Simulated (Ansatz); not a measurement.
**Li (fcc type): how the settings move a single-point run**

Question: which choices in the input matter for Li (fcc type)?

Program: Ansatz 0.2.0. Level of theory: reference: DFT, PBEsol, all-electron LAPW, scalar-relativistic. These are calculated values, not measurements.

## (1) The system as given

It takes space group Fm-3m (No. 225, cubic). Conventional cell: a = 3.184 Å, b = 3.184 Å, c = 3.184 Å, α = 90.00°, β = 90.00°, γ = 90.00°. Li (site symmetry m-3m) is surrounded by 12 Li at 2.25 Å.

Structure file:

```cif
data_structure
_symmetry_space_group_name_H-M 'Fm-3m'
_symmetry_Int_Tables_number 225
_cell_length_a 3.1839
_cell_length_b 3.1839
_cell_length_c 3.1839
_cell_angle_alpha 90.000
_cell_angle_beta 90.000
_cell_angle_gamma 90.000
_cell_volume 32.28
loop_
_atom_site_label
_atom_site_type_symbol
_atom_site_symmetry_multiplicity
_atom_site_Wyckoff_symbol
_atom_site_fract_x
_atom_site_fract_y
_atom_site_fract_z
_atom_site_occupancy
Li1 Li 4 a 0.00000 0.00000 0.00000 1
```

## (2) The reference run

Input file input.yaml:

```yaml
crystal:
  lattice:
    - [0.0, 1.5919386187, 1.5919386187]
    - [1.5919386187, 0.0, 1.5919386187]
    - [1.5919386187, 1.5919386187, 0.0]
  atoms:
    - { symbol: Li, position: [0.0, 0.0, 0.0] }
kpoints:
  mp_grid: { grid: [15, 15, 15] }
  band_path:
    path:
      - [0.0, 0.0, 0.0]
      - [0.5, 0.0, 0.5]
      - [0.625, 0.25, 0.625]
      - [0.375, 0.375, 0.75]
      - [0.0, 0.0, 0.0]
      - [0.5, 0.5, 0.5]
      - [0.5, 0.25, 0.75]
      - [0.5, 0.0, 0.5]
    npoints: 8
scf:
  occupations: { method: fermi_dirac, width: 0.05 }
hamiltonian:
  xc: pbesol
  pseudopotentials: { kind: all_electron, lapw: { basis_error: 0.001 } }
output:
  forces: true
  stress: true
  eigenvalues: true
  populations: true
  dos: { projected: true, de: 0.2, e_range: [-14, 8] }
```

Started as:

```sh
$ ansatz run input.yaml --threads 1 --pin off --max-ram 2048MiB --backend cpu --events-out ev --progress --plain --runs-dir out
```

## (3) Changing settings: lower_state_search full, xc rpbe

Edit input.yaml of step 2 so:

```diff
@@ -22,4 +22,5 @@
   occupations: { method: fermi_dirac, width: 0.05 }
+  lower_state_search: full
 hamiltonian:
-  xc: pbesol
+  xc: rpbe
   pseudopotentials: { kind: all_electron, lapw: { basis_error: 0.001 } }
@@ -30,2 +31 @@
   populations: true
-  dos: { projected: true, de: 0.2, e_range: [-14, 8] }
```

Before running it: what results should come out? Wanted: for each run, ending; energy change; pressure; gap; force.

As calculated:

| run | ending | energy change | pressure (GPa) | gap (eV) | force (eV/Å) | cycles | time |
| --- | --- | --- | --- | --- | --- | --- | --- |
| reference | converged | - | 57.9 | 0.00 | 0.00 | 4 | 1.5 s |
| 1: lower_state_search full, xc rpbe | converged | not comparable | 62.1 | 0.00 | 0.00 | 4 | 36 s |

Times don't compare one to one where runs were asked for different outputs or read a saved state (see the inputs); cycles may leave out searches for a lower state.

Residual by cycle in the longest SCF loop of each run; runs are numbered as in the table. The quantity is the density residual dr2, in eV.

| cycle | reference | run 1 |
| --- | --- | --- |
| 1 | 0.00488 | 0.00518 |
| 2 | 0.00117 | 0.00128 |
| 3 | 3.9e-7 | 9.0e-8 |
| 4 | 5.6e-10 | 6.4e-10 |

After a change of functional the difference of the totals has no physical meaning; the pressure goes from 57.9 to 62.1 GPa. The search for lower states changed too. The structure is not at rest: the sound run finds 58 GPa, so these are no properties of the relaxed crystal. 
